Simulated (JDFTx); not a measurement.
The system is BAs.

```
CELL_PARAMETERS angstrom
0.00000 2.38850 2.38850
2.38850 0.00000 2.38850
2.38850 2.38850 0.00000
ATOMIC_POSITIONS crystal
As 0.75000 0.75000 0.75000
B 0.00000 0.00000 0.00000
```

Program: JDFTx 1.7.0 (patched build). Alike in all runs: task single point; no spin polarisation; cell as given; k mesh 10 × 10 × 10; smearing fermi-dirac 0.05 eV.

Order these runs on this cell by their pressure, lowest first.
A. level PBEsol; potentials or basis PseudoDojo-SR-PBEsol-0.4.1-standard with smoothed tails; cutoff (eV) 1143
B. level BLYP; potentials or basis PseudoDojo-SR-PBE-0.5-standard with smoothed tails; cutoff (eV) 1143
C. level LDA; potentials or basis PseudoDojo-SR-LDA-0.4.1-standard with smoothed tails; cutoff (eV) 1088

C (-4.2 GPa), A (-0.7 GPa), B (8.0 GPa).

Caveats: the cores' own exchange energy is taken off the total, which shifts forces and pressure where cores overlap (some runs); the potentials were made for another functional, which shifts forces and pressure (some runs).

Not every run made on this cell is shown here.
